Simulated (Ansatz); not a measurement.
# SiO2 under pressure: fit and missing row

SiO2, Imma, a = 5.247 Å, b = 9.551 Å, c = 8.885 Å. This isn't the usual stable structure of the compound. Ansatz: r2SCAN, PAW, 500 eV, Γ-centred 6×6×6 mesh on 12 atoms, Gaussian smearing 0.02 eV; no spin polarisation. Cell and atoms are relaxed at each pressure, and no other structure is tried, so the rows at high pressure may lie past a change of phase.

```tsv
V (Å³/atom)	P (GPa)
11.775	25.01
13.063	12.01
14.349	?
16.359	1.02
18.552	0.00
18.926	-1.00
```

Problem. Take V0 = 18.552 Å³/atom, fit the third-order Birch–Murnaghan form to the other rows, and predict the missing pressure.

Solution. With the Eulerian strain f = ½[(V0/V)^(2/3) − 1] and y = P/[3f(1 + 2f)^(5/2)], the form is the line y = B0 + 1.5 B0 (B0′ − 4) f. Rows (f, y): 0.17700, 22.1; 0.13174, 16.9; 0.04374, 6.3; -0.00661, 52.1. Means f = 0.08647, y = 24.350; Σ(Δf)² = 0.02073, ΣΔfΔy = -2.353; the slope is their ratio. y = 34.16 − 113.5 f GPa, so B0 = 34.2 GPa and B0′ = 4 + 2 × (-113.5)/(3 × 34.16) = 1.78. At V = 14.349, f = 0.09340, y = 23.56 and P = 10.13 GPa. The run gave 4.01 GPa, so the fit is 6.12 GPa too high, within twice the rms miss on the fitted rows (4.97 GPa): the form describes this series only roughly. With a term in f² added B0′ becomes -8.45, so this figure hangs on the form. A B0′ outside 2 to 8 is unusual except in layered or molecular crystals, and here it hangs on few rows.